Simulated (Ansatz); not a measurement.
# Property card for InSb

The calculation used Ansatz 0.2.0, DFT r2SCAN, scalar-relativistic, plane waves, PAW.

Cutoff 500 eV; k points 8×8×14 on the computed 4-atom cell (Γ-centred); Gaussian smearing, width 0.10 eV; no spin polarisation.

The structure is relaxed at this level of theory with its symmetry kept. This form isn't the usual stable structure of the compound.

```cif
data_structure
_symmetry_space_group_name_H-M 'Pmmn:1'
_symmetry_Int_Tables_number 59
_cell_length_a 5.9493
_cell_length_b 5.9620
_cell_length_c 3.1527
_cell_angle_alpha 90.000
_cell_angle_beta 90.000
_cell_angle_gamma 90.000
_cell_volume 111.83
loop_
_atom_site_label
_atom_site_type_symbol
_atom_site_symmetry_multiplicity
_atom_site_Wyckoff_symbol
_atom_site_fract_x
_atom_site_fract_y
_atom_site_fract_z
_atom_site_occupancy
In1 In 2 a 0.00000 0.00000 0.00761 1
Sb1 Sb 2 b 0.00000 0.50000 0.21704 1
```

Problem. Formation energy from the elements' standard states (uncorrected)?

Solution. -0.027 eV/atom.

Problem. Density of states at the Fermi level?

Solution. 1.56 states/eV per cell.

Problem. Löwdin character within 0.5 eV of the Fermi level?

Solution. Sb 5p 47 %, In 5p 30 %, In 5s 15 %.

Problem. Bulk modulus?

Solution. 48 GPa.

Problem. Its pressure derivative?

Solution. 3.0.

Problem. Bader charges (e)?

Solution. In (2 in the cell) 0.34, Sb (2 in the cell) -0.34.

Spin-orbit coupling is left out, which matters for the bands of heavy elements.

Cost: 6 runs of about 12 core-minutes in all, on AMD EPYC 9R45 (Zen 5) (shared hosts).